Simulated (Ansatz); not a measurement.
# CoPtO2: the cost of one run

Computed with Ansatz 0.2.0 (DFT PBE, scalar-relativistic, plane waves, PAW, unless a step's input says otherwise).

1 further run of the same task is left out (set aside as unsound or not needed).

### 1 The system as given

It takes space group R-3m (No. 166, trigonal). The conventional cell has a = 2.855 Å, b = 2.855 Å, c = 17.883 Å, α = 90.00°, β = 90.00°, γ = 120.00°. Co (site symmetry -3m) has 6 O at 1.91 Å as nearest neighbours. Pt (site symmetry -3m) is surrounded by 2 O at 2.01 Å. O (site symmetry 3m) is surrounded by 3 Co at 1.91 Å and 1 Pt at 2.01 Å.

As a file:

```cif
data_structure
_symmetry_space_group_name_H-M 'R-3m:H'
_symmetry_Int_Tables_number 166
_cell_length_a 2.8548
_cell_length_b 2.8548
_cell_length_c 17.8833
_cell_angle_alpha 90.000
_cell_angle_beta 90.000
_cell_angle_gamma 120.000
_cell_volume 126.22
loop_
_atom_site_label
_atom_site_type_symbol
_atom_site_symmetry_multiplicity
_atom_site_Wyckoff_symbol
_atom_site_fract_x
_atom_site_fract_y
_atom_site_fract_z
_atom_site_occupancy
Co1 Co 3 b 0.66667 0.33333 0.83333 1
Pt1 Pt 3 a 0.00000 0.00000 0.00000 1
O1 O 6 c 0.00000 0.00000 0.88765 1
```

It goes back to an entry of the Materials Project.

It is the result of an earlier relaxation at this level (volume 10.52 Å³/atom; gap on the mesh: none (metal)).

### 2 Electronic structure at the relaxed geometry

Input file input.yaml:

```yaml
crystal:
  lattice:
    - [1.4273949794, 0.8241068756, 5.9610846541]
    - [-1.4273949794, 0.8241068756, 5.9610846541]
    - [0.0, -1.6482137512, 5.9610846541]
  atoms:
    - { symbol: Co, position: [0.5, 0.5, 0.5] }
    - { symbol: Pt, position: [0.0, 0.0, 0.0] }
    - { symbol: O, position: [0.8876528272, 0.8876528272, 0.8876528272] }
    - { symbol: O, position: [0.1123471728, 0.1123471728, 0.1123471728] }
basis:
  ecutwfc: 420
kpoints:
  mp_grid: { grid: [18, 18, 18] }
  band_path:
    path:
      - [[0.0, 0.0, 0.0], [0.5, 0.5, 0.5], [0.8205917, 0.1794083, 0.5]]
      - [[0.5, -0.1794083, 0.1794083], [0.5, 0.0, 0.0], [0.0, 0.0, 0.0], [0.33970415, -0.33970415, 0.0]]
      - [[0.66029585, 0.0, 0.33970415], [0.5, 0.0, 0.5], [0.0, 0.0, 0.0]]
    npoints: 14
hamiltonian:
  xc: pbe
scf:
  occupations: { method: gaussian, width: 0.1 }
  n_extra_bands: 10
output:
  forces: true
  stress: true
  eigenvalues: true
  populations: true
  dos: { projected: true, de: 0.02, nscf_kmesh: { grid: [27, 27, 27] } }
  bader: true
```

Started as:

```console
> ansatz run input.yaml --threads 1 --pin off --max-ram 2560MiB --backend cpu --events-out ev --progress --plain --runs-dir out
```

What time and memory should one allow on 1 thread of Intel Xeon 6975P-C (Granite Rapids), shared host?

About 1.7 min, with a peak of 1.6 GiB.
